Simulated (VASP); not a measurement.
# Al2O3 (Corundum) (R-3c) in VASP: settings compared

Aim: see how the results for Al2O3 (Corundum) move with the level of theory and the settings. Levels: LDA, PBEsol. Tasks: relaxation of cell and atoms.

Everything below comes from runs of VASP 6.6.1. Logs are shortened: lines on timing, memory, paths and dates and some standing lists are left out, and cuts for length are marked.

### Step 1. Starting point

It takes space group R-3c (No. 167, trigonal). The conventional cell has a = 4.732 Å, b = 4.732 Å, c = 12.895 Å, α = 90.00°, β = 90.00°, γ = 120.00°. Al (site symmetry 3) is surrounded by 6 O at 1.85 to 1.96 Å. O (site symmetry 2) is surrounded by 4 Al at 1.85 to 1.96 Å.

### Step 2. Relaxation of cell and atoms, LDA

INCAR

```
SYSTEM = Al2O3
PREC = Accurate
ENCUT = 600
EDIFF = 1E-7
ISMEAR = 0
SIGMA = 0.03
LREAL = .FALSE.
LASPH = .TRUE.
NELM = 80
ALGO = Normal
ISIF = 3
LWAVE = .FALSE.
LCHARG = .FALSE.
GGA = CA
IBRION = 2
NSW = 90
EDIFFG = -0.005
KPAR = 2
```

KPOINTS

```
Automatic mesh
0
G
  9 9 7
  0 0 0
```

POSCAR

```
Al2O3                                   
1.0
    2.3658704240      1.3659359261      4.2984235288
   -2.3658704240      1.3659359261      4.2984235288
   -0.0000000000     -2.7318718523      4.2984235288
  Al              O             
     4     6
Direct
     0.3519642103180102    0.3519642103180102    0.3519642103180103
     0.1480357896819898    0.1480357896819898    0.1480357896819897
     0.6480357896819899    0.6480357896819899    0.6480357896819898
     0.8519642103180101    0.8519642103180101    0.8519642103180102
     0.5557614501482705    0.9442385498517295    0.2500000000000000
     0.2499999999999999    0.5557614501482705    0.9442385498517295
     0.9442385498517295    0.2500000000000001    0.5557614501482705
     0.4442385498517294    0.0557614501482706    0.7500000000000000
     0.7500000000000000    0.4442385498517294    0.0557614501482706
     0.0557614501482705    0.7500000000000000    0.4442385498517294
```

Potentials or basis: VASP PAW LDA potentials, release 64 (Al, O).

The run is started by

```bash
$ cat potpaw_LDA.64/Al/POTCAR potpaw_LDA.64/O/POTCAR > POTCAR
$ mpirun -np 2 vasp_std > vasp.out
```

OUTCAR:

```text
SYSTEM = Al2O3
   PREC = Accurate
   ENCUT = 600
   EDIFF = 1E-7
   ISMEAR = 0
   LREAL = .FALSE.
   LASPH = .TRUE.
   NELM = 80
   ISIF = 3
   GGA = CA
   IBRION = 2
   NSW = 90
   EDIFFG = -0.005

 ion  position               nearest neighbor table
   1  0.352  0.352  0.352-   9 1.85   8 1.85  10 1.85   7 1.96   6 1.96   5 1.96   2 2.63   3 2.77
                             3 2.77   3 2.77   2 3.20   2 3.20   2 3.20
   2  0.148  0.148  0.148-  10 1.85   8 1.85   9 1.85   6 1.96   7 1.96   5 1.96   1 2.63   4 2.77
                             4 2.77   4 2.77   1 3.20   1 3.20   1 3.20
   3  0.648  0.648  0.648-   6 1.85   5 1.85   7 1.85  10 1.96   9 1.96   8 1.96   4 2.63   1 2.77
                             1 2.77   1 2.77   4 3.20   4 3.20   4 3.20
   4  0.852  0.852  0.852-   7 1.85   5 1.85   6 1.85   9 1.96  10 1.96   8 1.96   3 2.63   2 2.77
                             2 2.77   2 2.77   3 3.20   3 3.20   3 3.20
   5  0.556  0.944  0.250-   3 1.85   4 1.85   1 1.96   2 1.96
   6  0.250  0.556  0.944-   3 1.85   4 1.85   2 1.96   1 1.96
   7  0.944  0.250  0.556-   4 1.85   3 1.85   1 1.96   2 1.96
   8  0.444  0.056  0.750-   1 1.85   2 1.85   3 1.96   4 1.96
   9  0.750  0.444  0.056-   1 1.85   2 1.85   4 1.96   3 1.96
  10  0.056  0.750  0.444-   2 1.85   1 1.85   3 1.96   4 1.96

  LATTYP: Found a trigonal (rhomboedric) cell.
 ALAT       =     5.0930902849
 COS(alpha) =     0.5684320785

  Lattice vectors:

 A1 = (   2.3658704240,   1.3659359261,   4.2984235288)
 A2 = (  -2.3658704240,   1.3659359261,   4.2984235288)
 A3 = (   0.0000000000,  -2.7318718523,   4.2984235288)

Analysis of symmetry for initial positions (statically):
=====================================================================
 Subroutine PRICEL returns:
 Original cell was already a primitive cell.

 Routine SETGRP: Setting up the symmetry group for a
 trigonal (rhombohedral) supercell.

 Subroutine GETGRP returns: Found 12 space group operations
 (whereof  6 operations were pure point group operations)
 out of a pool of 12 trial point group operations.

The static configuration has the point symmetry S_6 .
 The point group associated with its full space group is D_3d.

Analysis of symmetry for dynamics (positions and initial velocities):
=====================================================================
 Subroutine PRICEL returns:
 Original cell was already a primitive cell.

 Routine SETGRP: Setting up the symmetry group for a
 trigonal (rhombohedral) supercell.

 Subroutine GETGRP returns: Found 12 space group operations
 (whereof  6 operations were pure point group operations)
 out of a pool of 12 trial point group operations.

The dynamic configuration has the point symmetry S_6 .
 The point group associated with its full space group is D_3d.

 Subroutine INISYM returns: Found 12 space group operations
 (whereof  6 operations are pure point group operations),
 and found     1 'primitive' translations

----------------------------------------------------------------------------------------

                                     Primitive cell

  volume of cell :      83.3454

  direct lattice vectors                    reciprocal lattice vectors
     2.365870424  1.365935926  4.298423529     0.211338709  0.122016460  0.077547811
    -2.365870424  1.365935926  4.298423529    -0.211338709  0.122016460  0.077547811
     0.000000000 -2.731871852  4.298423529     0.000000000 -0.244032921  0.077547811

  length of vectors
     5.093090285  5.093090285  5.093090285     0.256058058  0.256058058  0.256058058

  position of ions in fractional coordinates (direct lattice)
     0.351964210  0.351964210  0.351964210
     0.148035790  0.148035790  0.148035790
     0.648035790  0.648035790  0.648035790
     0.851964210  0.851964210  0.851964210
     0.555761450  0.944238550  0.250000000
     0.250000000  0.555761450  0.944238550
     0.944238550  0.250000000  0.555761450
     0.444238550  0.055761450  0.750000000
     0.750000000  0.444238550  0.055761450
     0.055761450  0.750000000  0.444238550

  ion indices of the primitive-cell ions
   primitive index   ion index
                 1           1
                 2           2
                 3           3
                 4           4
                 5           5
                 6           6
                 7           7
                 8           8
[... 38 lines left out ...]
|                                                                             |
|     Results are often still useful ...                                      |
|                                                                             |
 -----------------------------------------------------------------------------

 WARNING: IBZKPT: internal override: KBLOWUP is changed to .FALSE.
      ... skipping the blow-up phase ...

 Subroutine IBZKPT returns following result:
 ===========================================

 Found    160 irreducible k-points:

 Following reciprocal coordinates:
            Coordinates               Weight
  0.000000  0.000000  0.000000      1.000000
  0.111111 -0.000000  0.000000      4.000000
  0.222222 -0.000000  0.000000      4.000000
  0.333333 -0.000000  0.000000      4.000000
  0.444444 -0.000000  0.000000      4.000000
  0.111111  0.111111  0.000000      2.000000
[... 16 lines left out ...]
 -0.333333  0.333333  0.000000      2.000000
  0.444444  0.444444  0.000000      2.000000
 [... further k-points ...]
   k-points           NKPTS =    160   k-points in BZ     NKDIM =    160   number of bands    NBANDS=     30
   number of dos      NEDOS =    301   number of ions     NIONS =     10
   total plane-waves  NPLWV =  74088
   dimension x,y,z NGX =    42 NGY =   42 NGZ =   42
   dimension x,y,z NGXF=    84 NGYF=   84 NGZF=   84
   ions per type =               4   6
   NGX,Y,Z   is equivalent  to a cutoff of  13.71, 13.71, 13.71 a.u.
   NGXF,Y,Z  is equivalent  to a cutoff of  27.42, 27.42, 27.42 a.u.
 SYSTEM =  Al2O3
   PREC   = accura    normal or accurate (medium, high low for compatibility)
   ISTART =      0    job   : 0-new  1-cont  2-samecut
   ICHARG =      2    charge: 1-file 2-atom 10-const
   ISPIN  =      1    spin polarized calculation?
   LNONCOLLINEAR =      F non collinear calculations
   LSORBIT =      F    spin-orbit coupling
   LASPH  =      T    aspherical Exc in radial PAW
   ENCUT  =  600.0 eV  44.10 Ry    6.64 a.u.  10.17 10.17 10.17*2*pi/ulx,y,z
   NELM   =     80;   NELMIN=  2; NELMDL= -5     # of ELM steps
   EDIFF  = 0.1E-06   stopping-criterion for ELM
   LREAL  =      F    real-space projection
   EDIFFG = -.5E-02   stopping-criterion for IOM
   NSW    =     90    number of steps for IOM
   IBRION =      2    ionic relax: 0-MD 1-quasi-New 2-CG
   NFREE  =      1    steps in history (QN), initial steepest desc. (CG)
   ISIF   =      3    stress and relaxation
   ISYM   =      2    0-nonsym 1-usesym 2-fastsym
   POTIM  = 0.5000    time-step for ionic-motion
   TEBEG  =    0.0;   TEEND  =   0.0 temperature during run
   PSTRESS=    0.0 pullay stress
   NELECT =      48.0000    total number of electrons
   NUPDOWN=      -1.0000    fix difference up-down
   EMIN   =  10.00;   EMAX   =-10.00  energy-range for DOS
   EFERMI =   0.00;   METHOD = LEGACY
   ISMEAR =     0;   SIGMA  =   0.03  broadening in eV -4-tet -1-fermi 0-gaus
   EFERMI_NEDOS =   21; number of points for ismear=-14 and -15
   IALGO  =     38    algorithm
   IMIX   =      4    mixing-type and parameters
     AMIX     =   0.40;   BMIX     =  1.00
     AMIX_MAG =   1.60;   BMIX_MAG =  1.00
  volume/ion in A,a.u.               =       8.33        56.24
  Fermi-wavevector in a.u.,A,eV,Ry     =   1.362055  2.573911 25.241447  1.855194
  Thomas-Fermi vector in A             =   2.488578
   LORBIT       =      0    0 simple, 1 ext, 2 COOP (PROOUT), +10 PAW based schemes
   GGA     = CA    functional components
   LHFCALC =     F    Hartree Fock is set to
   AEXX    =    0.0000 exact exchange contribution
   IVDW    =     0    specifies the selected vdW correction
   LEPSILON=     F    determine dielectric tensor
   LRPA    =     F    only Hartree local field effects (RPA)
 conjugate gradient relaxation of ions
 non-spin polarized calculation
 Gauss-broadening in eV      SIGMA  =   0.03
  energy-cutoff  :      600.00
  volume of cell :       83.35
 maximum number of plane-waves:      2807
 NGX is ok and might be reduce to    42
   NGX = 21   NGY = 21   NGZ = 21

--------------------------------------- Ionic step        1  -------------------------------------------

 number of electron      48.0000003 magnetization

 Free energy of the ion-electron system (eV)
  ---------------------------------------------------
  ext. energy  EPLUGINS =         0.00000000
  ---------------------------------------------------
  free energy    TOTEN  =       -83.12682478 eV

  energy without entropy =      -83.12682478  energy(sigma->0) =      -83.12682478

------------------------ aborting loop because EDIFF is reached ----------------------------------------

  FORCE on cell =-STRESS in cart. coord.  units (eV):
  Direction    XX          YY          ZZ          XY          YZ          ZX
  --------------------------------------------------------------------------------------
  -------------------------------------------------------------------------------------
  Total        0.0707721      0.0707721      0.0499385      0.0000000     -0.0000000      0.0000000
  in kB        1.3604764      1.3604764      0.9599848      0.0000000     -0.0000000      0.0000000
  external PRESSURE =       1.2269792 kB  Pullay stress =       0.0000000 kB
[... 75 lines left out ...]
--------------------------------------- Ionic step        3  -------------------------------------------

 number of electron      48.0000003 magnetization

 Free energy of the ion-electron system (eV)
  ---------------------------------------------------
  ext. energy  EPLUGINS =         0.00000000
  ---------------------------------------------------
  free energy    TOTEN  =       -83.12684368 eV

  energy without entropy =      -83.12684368  energy(sigma->0) =      -83.12684368

 E-fermi :   6.2049     XC(G=0): -12.2592

 val. band max:        6.0423696757   @ k =   0.0000   0.0000   0.0000
 cond. band min:      12.4599203483   @ k =   0.0000   0.0000   0.0000
 fundamental gap:      6.4175506726
 Fermi energy:         6.2048673834

 k-point     1 :       0.0000    0.0000    0.0000
  band No.  band energies     occupation
      1     -13.1309      2.00000
      2     -10.6195      2.00000
      3     -10.3156      2.00000
      4     -10.3156      2.00000
      5      -9.9731      2.00000
      6      -9.9731      2.00000
[... 781 lines left out ...]
     29      17.1747      0.00000
     30      17.1962      0.00000

 [... further k-points ...]

------------------------ aborting loop because EDIFF is reached ----------------------------------------

  FORCE on cell =-STRESS in cart. coord.  units (eV):
  Direction    XX          YY          ZZ          XY          YZ          ZX
  --------------------------------------------------------------------------------------
  -------------------------------------------------------------------------------------
  Total       -0.0043414     -0.0043414     -0.0159817      0.0000000      0.0000000      0.0000000
  in kB       -0.0834127     -0.0834127     -0.3070641      0.0000000      0.0000000      0.0000000
  external PRESSURE =      -0.1579631 kB  Pullay stress =       0.0000000 kB
[... 25 lines left out ...]
  FREE ENERGIE OF THE ION-ELECTRON SYSTEM (eV)
  ---------------------------------------------------
  free  energy   TOTEN  =       -83.1268436768 eV

  energy  without entropy=      -83.1268436768  energy(sigma->0) =      -83.12684368

 reached required accuracy - stopping structural energy minimisation
```

Run time: 5 min. Hardware: 2 MPI ranks of Intel Xeon 6975P-C (Granite Rapids), shared host; peak memory 0.46 GiB.

What came out:

```yaml
Free_energy: -83.1268 eV
Relaxed_volume: 8.34 Å³/atom
Relaxed_cell: a = 5.094 Å, b = 5.094 Å, c = 5.094 Å, α = 55.36°, β = 55.36°, γ = 55.36°
Space_group_after_relaxing_to_0.05_Å: R-3c (No. 167)
Energy_gained_by_relaxing: 0.0 meV/atom
Ionic_steps: 3
Pressure_after_relaxing: 0.0 GPa
Largest_force_after_relaxing: 0.004 eV/Å
Band_gap_on_the_k_mesh: 6.42 eV, direct
```

Forces in eV/Å, atoms in the order of the input:
```
Al   0.000  0.000  0.004
Al   0.000  0.000 -0.004
Al   0.000  0.000 -0.004
Al   0.000  0.000  0.004
O   -0.001  0.000  0.000
O    0.001 -0.001  0.000
O    0.001  0.001  0.000
O    0.001  0.000  0.000
O   -0.001  0.001  0.000
O   -0.001 -0.001  0.000
```

Final structure:
```xyz
10
Lattice="2.3663 1.3662 4.2990 -2.3663 1.3662 4.2990 0.0000 -2.7324 4.2990" Properties=species:S:1:pos:R:3 pbc="T T T"
Al    0.0000    0.0000    4.5395
Al    0.0000    0.0000    1.9090
Al    0.0000    0.0000    8.3575
Al    0.0000    0.0000   10.9880
O    -0.9193    1.3662    7.5233
O    -0.7235   -1.4792    7.5233
O     1.6428    0.1130    7.5233
O     0.9193   -1.3662    5.3738
O     0.7235    1.4792    5.3738
O    -1.6428   -0.1130    5.3737
```

Caveat: an odd mesh through Γ misses points on the zone boundary, where band edges often lie.

### Step 3. Relaxation of cell and atoms, PBEsol

This run uses another cell than the first one, of 8.50 Å³/atom, 1.020 times its volume.

INCAR

```
ALGO = Normal ; EDIFF = 1E-6
EDIFFG = -0.01 ; ENCUT = 600
GGA = PS ; IBRION = 2
ISIF = 3 ; ISMEAR = 0
KPAR = 2 ; LASPH = T
LCHARG = F ; LREAL = F
LWAVE = F ; NELM = 80
NSW = 90 ; PREC = Accurate
SIGMA = 0.03
```

KPOINTS

```
k-points
0
Gamma
  9 9 7
```

POSCAR

```
Al2O3
1.0
    2.3802500000      1.3742379782      4.3318666667
   -2.3802500000      1.3742379782      4.3318666667
    0.0000000000     -2.7484759565      4.3318666667
Al O
4 6
Direct
    0.3521600000      0.3521600000      0.3521600000
    0.1478400000      0.1478400000      0.1478400000
    0.6478400000      0.6478400000      0.6478400000
    0.8521600000      0.8521600000      0.8521600000
    0.5566800000      0.9433200000      0.2500000000
    0.2500000000      0.5566800000      0.9433200000
    0.9433200000      0.2500000000      0.5566800000
    0.4433200000      0.0566800000      0.7500000000
    0.7500000000      0.4433200000      0.0566800000
    0.0566800000      0.7500000000      0.4433200000
```

Potentials or basis: VASP PAW PBE potentials, release 64 (Al, O).

The run is started by

```bash
$ cat potpaw_PBE.64/Al/POTCAR potpaw_PBE.64/O/POTCAR > POTCAR
$ mpirun -np 2 vasp_std > vasp.out
```

Wall time 12 min (2 MPI ranks of Intel Xeon 6975P-C (Granite Rapids), shared host); peak memory 0.52 GiB.

Results (log left out):

| Item | Value |
| --- | --- |
| Free energy | -78.6805 eV |
| Relaxed volume | 8.56 Å³/atom |
| Relaxed cell | a = 5.138 Å, b = 5.138 Å, c = 5.138 Å, α = 55.35°, β = 55.35°, γ = 55.35° |
| Space group after relaxing (to 0.05 Å) | R-3c (No. 167) |
| Energy gained by relaxing | 0.4 meV/atom |
| Ionic steps | 6 |
| Pressure after relaxing | 0.0 GPa |
| Largest force after relaxing | 0.009 eV/Å |
| Band gap on the k mesh | 6.05 eV, direct |

Forces on the atoms (eV/Å):
```
Al   0.000  0.000  0.009
Al   0.000  0.000 -0.009
Al   0.000  0.000 -0.009
Al   0.000  0.000  0.009
O    0.000  0.000  0.000
O    0.000  0.000  0.000
O    0.000  0.000  0.000
O    0.000  0.000  0.000
O    0.000  0.000  0.000
O    0.000  0.000  0.000
```

The path:
```csv
step,energy change (eV),largest force (eV/Å),pressure (GPa),volume (Å³)
1,0.0000,0.0888,1.50,85.02
2,-0.0019,0.0280,-1.28,86.00
3,-0.0036,0.0360,-0.15,85.60
4,-0.0036,0.0347,-0.20,85.61
5,-0.0038,0.0113,0.00,85.54
6,-0.0038,0.0091,-0.03,85.55
```

Final structure:
```
Al O
1.0
     2.38634    1.37776    4.33686
    -2.38634    1.37776    4.33686
     0.00000   -2.75551    4.33686
Al O
4 6
Cartesian
  0.0000 0.0000 4.5801
  0.0000 0.0000 1.9252
  0.0000 0.0000 8.4305
  0.0000 0.0000 11.0854
  -0.9267 1.3778 7.5895
  -0.7298 -1.4915 7.5895
  1.6565 0.1137 7.5895
  0.9267 -1.3778 5.4211
  0.7298 1.4915 5.4211
  -1.6565 -0.1137 5.4211
```

Levels at points of the mesh, in eV from the valence-band top:
```
           k point  band 21  band 22  band 23  band 24  band 25  band 26  band 27  band 28
(0.00, 0.00, 0.00)    -0.50    -0.04    -0.04     0.00     6.05     8.91    10.61    11.35
```

Caveat: the PAW data sets were made with another functional, which shifts forces and pressure a little; an odd mesh through Γ misses points on the zone boundary, where band edges often lie. As with any semilocal functional, this PBEsol gap is likely too small.
